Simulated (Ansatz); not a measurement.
**CsBr: pressure up to the limit of the methods**

How does CsBr answer strong compression? Methods of the runs shown: PAW. Its runs: atoms relaxed at the given volume (PAW); volume scaled by 1 (PAW); atoms relaxed at 0.9 of the volume (PAW); volume scaled by 0.9 (PAW); atoms relaxed at 0.6 of the volume (PAW); volume scaled by 0.6 (PAW); atoms relaxed at 0.55 of the volume (PAW); volume scaled by 0.55 (PAW).

Program: Ansatz 0.2.0. Level of theory: DFT, PBE, PAW with Ansatz's default frozen-core files, scalar-relativistic. These are calculated values, not measurements.

1 further run of the same task is left out (it didn't finish).

### Step 1. Starting point

The structure is cubic, space group Pm-3m (No. 221). The conventional cell has a = 4.326 Å, b = 4.326 Å, c = 4.326 Å, α = 90.00°, β = 90.00°, γ = 90.00°. Cs (site symmetry m-3m) is surrounded by 8 Br at 3.75 Å. Around Br (site symmetry m-3m) lie 8 Cs at 3.75 Å.

As a file:

```xyz
2
Lattice="4.3256 0.0000 0.0000 0.0000 4.3256 0.0000 0.0000 0.0000 4.3256" Properties=species:S:1:pos:R:3 pbc="T T T"
Cs    0.0000    0.0000    0.0000
Br    2.1628    2.1628    2.1628
```

Whether this phase is the stable one at these pressures isn't tested.

Atoms are numbered in the order of the input: Cs1, Br2.

### Step 2. Atoms relaxed at the given volume, PAW

The input, input.yaml:

```yaml
crystal:
  lattice:
    - [4.32562222, 0.0, 0.0]
    - [0.0, 4.32562222, 0.0]
    - [0.0, 0.0, 4.32562222]
  atoms:
    - { symbol: Cs, position: [0.0, 0.0, 0.0] }
    - { symbol: Br, position: [0.5, 0.5, 0.5] }
kpoints:
  mp_grid: { grid: [7, 7, 7] }
scf:
  occupations: { method: fermi_dirac, width: 0.03 }
hamiltonian:
  xc: pbe
  pseudopotentials: { kind: paw }
output:
  forces: true
  stress: true
relax:
  f_tol: 0.01
  max_steps: 30
```

On the command line:

```sh
$ ansatz run input.yaml --threads 1 --pin off --max-ram 2048MiB --backend cpu --events-out ev --progress --plain --runs-dir out
```

After this run come: Volume scaled by 1, PAW; Atoms relaxed at 0.9 of the volume, PAW; Volume scaled by 0.9, PAW; Atoms relaxed at 0.6 of the volume, PAW; Volume scaled by 0.6, PAW; Atoms relaxed at 0.55 of the volume, PAW; Volume scaled by 0.55, PAW.

Q: Predict the outcome of this session. Wanted: PAW pressure at 0.55 of the volume; fitted bulk modulus at zero pressure.

As calculated:

```
                                  quantity     value
        PAW pressure at 0.55 of the volume  39.4 GPa
fitted bulk modulus at zero pressure (PAW)  13.2 GPa
                   its pressure derivative      4.75
```

What this shows: At 0.55 of the starting volume PAW gives 39 GPa. One third-order Birch-Murnaghan curve follows these points (B₀ = 13.2 GPa, B′ = 4.75, misfit at most 0.04 GPa). A fit over so wide a range leans to the high pressures, so B₀ can be off by several per cent. The gap goes from 4.42 to 2.82 eV. No all-electron run checks these rows here, and frozen cores can fail under such compression. The ions are at rest, and the electrons smeared by 0.03 eV. Spin-orbit coupling is left out, though the cell holds Cs; in elements this heavy it can shift bands and gaps by tenths of an eV.

The gaps are Kohn-Sham values of a semilocal functional, not quasiparticle or optical gaps. Such gaps usually fall short of the measured ones.
